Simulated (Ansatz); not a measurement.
C5H6 can be A, `C1=CCC=C1`, or B, `CC1=CC=C1`.

Calculated with Ansatz (gas phase, PBE0-D4/def2-TZVP geometries, no zero-point term in ΔE). CBS: MP2 limit from def2 TZ/QZ plus the TZ coupled-cluster correction, frozen cores. Functionals use def2-TZVPP. B3LYP here is the variant with VWN-RPA as its local correlation; programs differ in this.

Which isomer does CCSD(T)/CBS put lower? Give the gap. (Estimate.)

Ansatz gave: A, by 256.5 kJ/mol.

Give E(B) − E(A) in kJ/mol with CCSD(T)/def2-SVP, BLYP-D4, CCSD(T)/def2-TZVPP, PBE-D4, B2PLYP, B3LYP, HF/def2-TZVPP. (An estimate is asked.)

Computed: CCSD(T)/def2-SVP 255.3, BLYP-D4 259.4, CCSD(T)/def2-TZVPP 257.4, PBE-D4 262.4, B2PLYP 266.6, B3LYP 263.9, HF/def2-TZVPP 274.7. None reverses the order clearly.

Does the order hold for the free energy at 298.15 K (harmonic terms from PBE0-D4)? (An estimate is asked.)

The calculation gave: Yes: G(B) − G(A) = +243.2 kJ/mol.

Largest T1 diagnostic: 0.012.

Leaving LDA and LC-ωPBE aside and taking each functional with its dispersion term where it has one, the values, not all of them listed here, spread over 22.4 kJ/mol, from BLYP-D4 to r2SCAN0-D4. LDA lies +17.6 kJ/mol from PBE without D4. From BLYP to BHLYP (50 % exact exchange), in def2-TZVPP and without D4, E(B) − E(A) moves by +20.9 kJ/mol.
